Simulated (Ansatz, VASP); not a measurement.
## Cross-check of ZrAlSi (ZrAlSi in the AlB2 type) between VASP and Ansatz

Wanted: the spread between two codes on one cell, functional and k mesh. The cell is generated by rule, not measured, and may not be a known phase. The cell is taken from a series of runs on this material, whose earlier steps may have relaxed, scaled, displaced or heated it; both programs get it as it stands.

Calculated with Ansatz 0.2.0; plane waves, with VASP 6.6.1 beside it; single point at PBEsol.

The structure was built from a prototype and need not be the compound's stable phase.

## 1. Starting point

Symmetry: P-6m2, No. 187, hexagonal system. The conventional cell has a = 4.038 Å, b = 4.038 Å, c = 4.239 Å, α = 90.00°, β = 90.00°, γ = 120.00°. Zr has 6 Al at 3.15 Å and 6 Si at 3.15 Å nearest. Al has 3 Si at 2.33 Å and 6 Zr at 3.15 Å nearest. Nearest to Si lie 3 Al at 2.33 Å and 6 Zr at 3.15 Å. Farther neighbours are not listed.

Structure file:

```
Zr Al Si
1.0
     4.03757    0.00000    0.00000
    -2.01879    3.49664    0.00000
     0.00000    0.00000    4.23945
Zr Al Si
1 1 1
Direct
  0.00000 0.00000 0.00000
  0.33333 0.66667 0.50000
  0.66667 0.33333 0.50000
```

## 2. VASP: single point, PBEsol

With cell and atoms fixed, the geometry can't cause a difference; cores, projectors, grids and the points listed under the comparison can.

Lines of VASP's logs that name or quote its potential files are left out, and so is its time.

Input file INCAR:

```
SYSTEM = ZrAlSi
PREC = Accurate
ENCUT = 500
EDIFF = 1E-06
NELM = 120
ISMEAR = 0
SIGMA = 0.1
LREAL = .FALSE.
ALGO = Normal
GGA = PS
NBANDS = 15
LASPH = .TRUE.
LORBIT = 11
LWAVE = .FALSE.
LCHARG = .FALSE.
ISIF = 2
GGA_COMPAT = .FALSE.
```

Input file POSCAR:

```
ZrAlSi
1.0
    4.0375700000      0.0000000000      0.0000000000
   -2.0187900000      3.4966400000      0.0000000000
    0.0000000000      0.0000000000      4.2394500000
Zr Al Si
1 1 1
Direct
    0.0000000000      0.0000000000      0.0000000000
    0.3333333300      0.6666666700      0.5000000000
    0.6666666700      0.3333333300      0.5000000000
```

Input file KPOINTS:

```
Automatic mesh
0
Gamma
6 6 4
0 0 0
```

The projector-augmented-wave data sets are Zr_sv, Al and Si (PBE family, release 64).

Command:

```console
$ mpirun -np 1 vasp_std
```

Numbers of over 12 decimals in the logs are rounded to 6 here.

What it wrote:

```text
[banner, memory and clock lines left out]
running    1 mpi-ranks, on    1 nodes
 distrk:  each k-point on    1 cores,    1 groups
 distr:  one band on    1 cores,    1 groups

 POSCAR found type information on POSCAR ZrAlSi
 POSCAR found :  3 types and       3 ions
|                                                                             |
|               ----> ADVICE to this user running VASP <----                  |
|                                                                             |
|     You enforced a specific xc type in the INCAR file but a different       |
|     [... a line on the potential file left out ...]
|     I HOPE YOU KNOW WHAT YOU ARE DOING!                                     |
|                                                                             |

 LDA part: xc-table for (Slater+PW92), standard interpolation
 POSCAR, INCAR and KPOINTS ok, starting setup
 FFT: planning ... GRIDC
 FFT: planning ... GRID_SOFT
 FFT: planning ... GRID
 WAVECAR not read
 entering main loop
       N       E                     dE             d eps       ncg     rms          rms(c)
DAV:   1     0.100364161441E+03    0.10036E+03   -0.84938E+03   630   0.108E+03
DAV:   2    -0.162884350287E+02   -0.11665E+03   -0.11396E+03   791   0.262E+02
DAV:   3    -0.212597472100E+02   -0.49713E+01   -0.48606E+01  1092   0.449E+01
DAV:   4    -0.213734681826E+02   -0.11372E+00   -0.11369E+00   738   0.605E+00
DAV:   5    -0.213764302271E+02   -0.29620E-02   -0.29619E-02  1047   0.864E-01    0.997E+00
DAV:   6    -0.194430074793E+02    0.19334E+01   -0.77626E+00   818   0.134E+01    0.329E+00
DAV:   7    -0.194410641344E+02    0.19433E-02   -0.29666E-01   783   0.318E+00    0.177E+00
DAV:   8    -0.194275461118E+02    0.13518E-01   -0.22625E-02   827   0.978E-01    0.225E-01
DAV:   9    -0.194271193183E+02    0.42679E-03   -0.20655E-03   862   0.246E-01    0.161E-01
DAV:  10    -0.194270796900E+02    0.39628E-04   -0.39511E-04   765   0.139E-01    0.572E-02
DAV:  11    -0.194270788282E+02    0.86186E-06   -0.57806E-05   803   0.492E-02    0.172E-02
DAV:  12    -0.194270754127E+02    0.34155E-05   -0.12914E-05   768   0.185E-02    0.438E-03
DAV:  13    -0.194270754878E+02   -0.75120E-07   -0.45799E-07   357   0.453E-03
   1 F= -.19427075E+02 E0= -.19423561E+02  d E =-.702822E-02
```

OUTCAR, selected parts (step 2):

```text
ion  position               nearest neighbor table
   1  0.000  0.000  0.000-   3 3.15   3 3.15   2 3.15   2 3.15   3 3.15   3 3.15   2 3.15   2 3.15
                             2 3.15   3 3.15   2 3.15   3 3.15
   2  0.333  0.667  0.500-   3 2.33   3 2.33   3 2.33   1 3.15   1 3.15   1 3.15   1 3.15   1 3.15
                             1 3.15
   3  0.667  0.333  0.500-   2 2.33   2 2.33   2 2.33   1 3.15   1 3.15   1 3.15   1 3.15   1 3.15
                             1 3.15

  LATTYP: Found a hexagonal cell.
 ALAT       =     4.0375700000
 C/A-ratio  =     1.0500003715

 Subroutine GETGRP returns: Found 12 space group operations
 (whereof 12 operations were pure point group operations)

The static configuration has the point symmetry D_3h.

 Found     21 irreducible k-points:

   k-points           NKPTS =     21   k-points in BZ     NKDIM =     21   number of bands    NBANDS=     15

   dimension x,y,z NGX =    30 NGY =   30 NGZ =   32
   dimension x,y,z NGXF=    60 NGYF=   60 NGZF=   64

   ENCUT  =  500.0 eV  36.75 Ry    6.06 a.u.   7.36  7.36  7.73*2*pi/ulx,y,z

   NELECT =      19.0000    total number of electrons

 k-points in reciprocal lattice and weights: Automatic mesh
   0.00000000  0.00000000  0.00000000       0.007
   0.16666667  0.00000000  0.00000000       0.042
   0.33333333  0.00000000  0.00000000       0.042
   0.50000000  0.00000000  0.00000000       0.021
   0.16666667  0.16666667  0.00000000       0.042
   0.33333333  0.16666667  0.00000000       0.083
   0.33333333  0.33333333  0.00000000       0.014
   0.00000000  0.00000000  0.25000000       0.014
   0.16666667  0.00000000  0.25000000       0.083
[...]
0.33333333  0.16666667  0.50000000       0.083
   0.33333333  0.33333333  0.50000000       0.014

 average (electrostatic) potential at core
       1 -76.4885       2 -72.0171       3 -81.3421

 E-fermi :   8.1544

 k-point     1 :       0.0000    0.0000    0.0000
  band No.  band energies     occupation
    ...
      5      -2.9627      2.00000
      6       5.6585      2.00000
      7       5.6585      2.00000
      8       5.8786      2.00000
      9       6.0188      2.00000
     10       8.9503      0.00000
     11       8.9503      0.00000
     12       8.9951      0.00000
     13       9.6057      0.00000
     14       9.6057      0.00000
    ...

 k-point     2 :       0.1667    0.0000    0.0000
  band No.  band energies     occupation
    ...
      5      -2.6375      2.00000
      6       4.2859      2.00000
      7       5.5582      2.00000
      8       5.7294      2.00000
      9       6.1963      2.00000
     10       8.4963      0.00000
     11       8.7695      0.00000
     12       9.2681      0.00000
     13       9.3383      0.00000
     14      10.1399      0.00000
    ...

 k-point     3 :       0.3333    0.0000    0.0000
  band No.  band energies     occupation
    ...
      5      -1.7289      2.00000
      6       2.2081      2.00000
      7       5.3396      2.00000
      8       5.5224      2.00000
      9       6.0142      2.00000
     10       8.4542      0.00002
     11       8.7278      0.00000
     12       9.4598      0.00000
     13       9.5165      0.00000
     14      10.0800      0.00000
    ...

  Total       -1.0412089     -1.0412100     -7.9444945      0.0000015      0.0000000      0.0000000
  in kB      -27.8719880    -27.8720169   -212.6651590      0.0000399      0.0000000      0.0000000
  external PRESSURE =     -89.4697213 kB  Pullay stress =       0.0000000 kB

  energy-cutoff  :      500.00
  volume of cell :       59.85
      direct lattice vectors                 reciprocal lattice vectors
     4.037570000  0.000000000  0.000000000     0.247673725  0.142994772  0.000000000
    -2.018790000  3.496640000  0.000000000     0.000000000  0.285988835  0.000000000
     0.000000000  0.000000000  4.239450000     0.000000000  0.000000000  0.235879654

 POSITION                                       TOTAL-FORCE (eV/Angst)
 -----------------------------------------------------------------------------------
      0.00000      0.00000      0.00000         0.000000      0.000000      0.000000
     -0.00000      2.33109      2.11972        -0.000000     -0.000000      0.000000
      2.01878      1.16555      2.11972         0.000000      0.000000      0.000000
 -----------------------------------------------------------------------------------
    total drift:                               -0.000009     -0.000002     -0.000000

  FREE ENERGIE OF THE ION-ELECTRON SYSTEM (eV)
  ---------------------------------------------------
  free  energy   TOTEN  =       -19.4270754878 eV

  energy  without entropy=      -19.4200472676  energy(sigma->0) =      -19.42356138

 total charge
# of ion       s       p       d       tot
------------------------------------------
    1        2.117   5.931   1.575   9.624
    2        0.409   0.447   0.000   0.856
    3        0.750   0.936   0.000   1.686
--------------------------------------------------
tot          3.275   7.315   1.575  12.165

[... 3 further parts left out ...]
```

The k-mesh is coarse for a metal.

The run ends at a pressure of -8.95 GPa.

## 3. Ansatz: single point, PBEsol

Ansatz runs on its PAW soft_1 files.

The same cell, functional, mesh and smearing now go to Ansatz, which takes its cutoff from its data sets.

Input file input.yaml:

```yaml
crystal:
  lattice:
    - [4.03757, 0.0, 0.0]
    - [-2.01879, 3.49664, 0.0]
    - [0.0, 0.0, 4.23945]
  atoms:
    - { symbol: Zr, position: [0.0, 0.0, 0.0] }
    - { symbol: Al, position: [0.33333333, 0.66666667, 0.5] }
    - { symbol: Si, position: [0.66666667, 0.33333333, 0.5] }
kpoints:
  mp_grid: { grid: [6, 6, 4] }
hamiltonian:
  xc: pbesol
  pseudopotentials: { kind: paw, azcp: { folder: soft_1 }, xc_functional: pbe }
scf:
  occupations: { method: gaussian, width: 0.1 }
output:
  forces: true
  stress: true
  eigenvalues: true
```

Command:

```console
$ ansatz run input.yaml --threads 4 --pin off --max-ram 12288MiB --backend cpu --events-out ev --progress --plain --runs-dir out
```

What it wrote:

```text
Engine: ansatz 0.2.0, aarch64-unknown-linux-gnu
Pseudopotentials: kind: paw
Pseudopotential: Zr, paw, valence charge 12, recommended cutoff 420 eV (normal), soft_1/Zr.paw.azcp
Pseudopotential: Al, paw, valence charge 3, recommended cutoff 420 eV (normal), soft_1/Al.paw.azcp
Pseudopotential: Si, paw, valence charge 4, recommended cutoff 420 eV (normal), soft_1/Si.paw.azcp
Functional definition: PBEsol
  exchange = pbesol_x
  correlation = pbesol_c
Crystal: 3 atoms, lattice volume = 59.852 Å³
Basis set: ecut = 420 eV, 1191 PW (Γ), exchange–correlation on 54×54×60 points (8 copies of the dense FFT grid, shifted against one another)
Bands: 14, of which v1, the nominal top of the filled ones, is band 10 counted from 1 (9 counted from 0)
Symmetry: 12 space group operations
Space group: P-6m2 (ITA 187), of the structure as read, at distance tolerance 3.9e-5 Å
k-points: 21 of 144 (time reversal used)
Non-local potential: Zr, projectors of the file, l = 0: 3, l = 1: 2, l = 2: 2, l = 3: 1
Non-local potential: Al, projectors of the file, l = 0: 2, l = 1: 2, l = 2: 1
Non-local potential: Si, projectors of the file, l = 0: 2, l = 1: 2, l = 2: 1
PAW form: soft (Blöchl's): semilocal exchange-correlation on the pseudo side does not see the compensation charge
PAW frozen core: Zr, regenerated for the run's functional, and the local potential with it (the file was generated under x = pbe(κ = 0.804, μ = 0.219515), c = pbe(β = 0.066725))
PAW frozen core: Al, regenerated for the run's functional, and the local potential with it (the file was generated under x = pbe(κ = 0.804, μ = 0.219515), c = pbe(β = 0.066725))
PAW frozen core: Si, regenerated for the run's functional, and the local potential with it (the file was generated under x = pbe(κ = 0.804, μ = 0.219515), c = pbe(β = 0.066725))
PAW one-centre angular grid: Zr, 590 points (default); XC on 64 Gauss nodes
PAW one-centre angular grid: Al, 110 points (default); XC on 64 Gauss nodes
PAW one-centre angular grid: Si, 110 points (default); XC on 64 Gauss nodes
Initial density: superposition of atomic densities (chi_scale 0.1, normalization cell, long waves kept (reshape's long-wave potential 0.00 eV rms))
Initial wavefunctions: pseudopotential atomic-orbital guess
Functional: x = pbesol(κ = 0.804, μ = 0.123457), c = pbesol(β = 0.046)
SCF iter   1: F=—  HF=-5275.423314 eV  |F-HF|=—  |Δ(HF+E_count)|=         —  Δρ=2.81e-2  dr2=7.44e-1  ethr=3.10e-3  ⟨swp⟩=5.6  Hψ=1737  notcnv=0
preconditioner: auto → none  [insulator: Δε(μ)=0.157 eV  Ē_g=6.189 eV  σ=0.100 eV  W_gap=0.73  n_scr=8 (ndim 8)  ℏωp=15.9 eV  f_vac=0.000  D(μ)=0.87/eV (n_scr^D=2)  ε∞_Penn≈7.6]
SCF iter   2: F=—  HF=-5275.231350 eV  |F-HF|=—  |Δ(HF+E_count)|=   1.92e-1  Δρ=1.12e-2  dr2=6.06e-2  ethr=3.10e-3  ⟨swp⟩=2.0  Hψ=547  notcnv=0  defer=3
SCF iter   3: F=—  HF=-5275.206696 eV  |F-HF|=—  |Δ(HF+E_count)|=   2.47e-2  Δρ=3.33e-3  dr2=6.47e-3  ethr=3.19e-4  ⟨swp⟩=1.7  Hψ=318  notcnv=0  defer=3
SCF iter   4: F=—  HF=-5275.204358 eV  |F-HF|=—  |Δ(HF+E_count)|=   2.34e-3  Δρ=4.04e-4  dr2=1.77e-4  ethr=3.41e-5  ⟨swp⟩=2.6  Hψ=424  notcnv=0  defer=3
SCF iter   5: F=—  HF=-5275.204308 eV  |F-HF|=—  |Δ(HF+E_count)|=   5.04e-5  Δρ=8.65e-5  dr2=1.74e-6  ethr=9.31e-7  ⟨swp⟩=2.2  Hψ=476  notcnv=0  defer=3
SCF iter   6: F=—  HF=-5275.204307 eV  |F-HF|=—  |Δ(HF+E_count)|=   1.58e-6  Δρ=1.08e-5  dr2=8.10e-8  ethr=5.26e-10  ⟨swp⟩=6.8  Hψ=1528  notcnv=0
SCF iter   7: F=-5275.204307 eV  HF=-5275.204307 eV  |F-HF|=4.51e-10  |Δ(HF+E_count)|=   1.41e-8  Δρ=1.56e-6  dr2=1.23e-9  ethr=4.26e-10  ⟨swp⟩=2.3  Hψ=1001  notcnv=0
SCF 1 converged in 7 iterations: F = -5275.204307 eV  dr2 = 1.23e-9
  greatest PAW one-centre occupation: 0.994 electrons in one spin orbital (limit 2), on the Zr atom at site 0 (counted from 0), in its partial waves of l = 0
SCF converged after 7 iterations
Free energy (F): -5275.204307 eV
Harris-Foulkes:  -5275.204307 eV  (|F-HF|=4.51e-10)
Internal energy: -5275.197280 eV  (E = F + TS)
E sigma→0 (E₀):  -5275.200793 eV
Entropy (-TS):   -0.007026 eV (-2.342 meV/atom)
Fermi energy:    10.184409 eV
--- Per-component energies (eV) ---
  E_band       = -121.394773
  E_kinetic    = 375.885008
  E_local      = -802.985180  (includes V_loc(G=0)·N_el)
  E_nonlocal   = 109.443947
  E_hartree    = 277.263709
  E_xc         = -245.726326
  E_vxc        = -257.842182  (∫ρ·V_xc dr)
  E_paw        = -3864.442653  (= ΣΔE_a)
  E_vpaw       = -100.424169  (= ΣTr[D̂ρ^β])
  E_aug_tail   = 0.000009  (compensation charges beyond the density's cutoff)
  E_ewald      = -1124.852214
  E_core_change = 0.216421  (= ΣΔE_core)
  E_smearing   = -0.007026  (= −TS)
  E_closure    = -0.000000  (closes the sum)
  Σ components = -5275.204307   (vs F -5275.204307, Δ=0.00e0)
--- Forces (eV/Å), atoms counted from 1 ---
  atom   1  Zr     0.00000000     0.00000000     0.00000000
  atom   2  Al    -0.00000000     0.00000000     0.00000000
  atom   3  Si     0.00000000    -0.00000000     0.00000000
  max |Σ_I F_I| component: 1.39e-17 eV/Å
--- Stress (GPa, compression-positive) ---
       -2.904041       0.000000       0.000000
        0.000000      -2.904041       0.000000
        0.000000       0.000000     -21.313040
  P = ⅓ Tr σ = -9.0404 GPa (-90.404 kbar)
--- Band table (eV; the first three rows and the last of 21) ---
  k-point 0: bands = [... 6 lower, 7.6878, 7.9111, 8.0498, 10.9794, 10.9794, 11.0180, 11.6326, 11.6326]
  k-point 1: bands = [... 6 lower, 8.0357, 8.0357, 9.7054, 9.7054, 9.9469, 11.2735, 11.2735, 11.6687]
  k-point 2: bands = [... 6 lower, 8.5120, 8.5120, 9.5277, 9.5277, 9.8751, 9.8751, 11.0729, 12.5299]
  k-point 20: bands = [... 6 lower, 5.6321, 6.9866, 7.7836, 10.7159, 11.7979, 11.8367, 12.6039, 12.6607]
```

In the SCF lines HF is the Harris–Foulkes energy and dr2 the Hartree energy of the density residual, in eV; the loop may stop once dr2 is under the threshold and the program's other checks hold. Hψ counts applications of the Hamiltonian.

The run ends at a pressure of -9.04 GPa.

## 4. Comparison

Known differences besides the potentials themselves: the cutoff is 420 eV in Ansatz and 500 eV in VASP; Ansatz makes its cores anew for this functional, VASP keeps those of its PBE data sets. Total energies have different zeros and are not compared.

Both answers:

```tsv
quantity	Ansatz	VASP	difference
pressure (GPa)	-9.04	-8.95	-0.09
```

## 5. Outcome

| Property | Result |
| --- | --- |
| difference in pressure (single point, PBEsol) | -0.093 GPa |

**Reading.** The difference in pressure is -0.093 GPa (single point, PBEsol), within the 1 GPa picked in this series as the mark of a large difference. How closely two codes agree says nothing of how well the functional describes the real material.

[Lines on the potential files, build, host, timing and source positions are cut from VASP's logs without a mark.]

[Logs are printed without paths, hosts, clocks, repeated set-up lines and the standing remarks that a program may print on its own settings, such as how far it seeks lower states.]

[Hosts, paths, dates, database ids (printed as entryN), source tags and the programs' standing remarks are cut or masked in the printed files.]
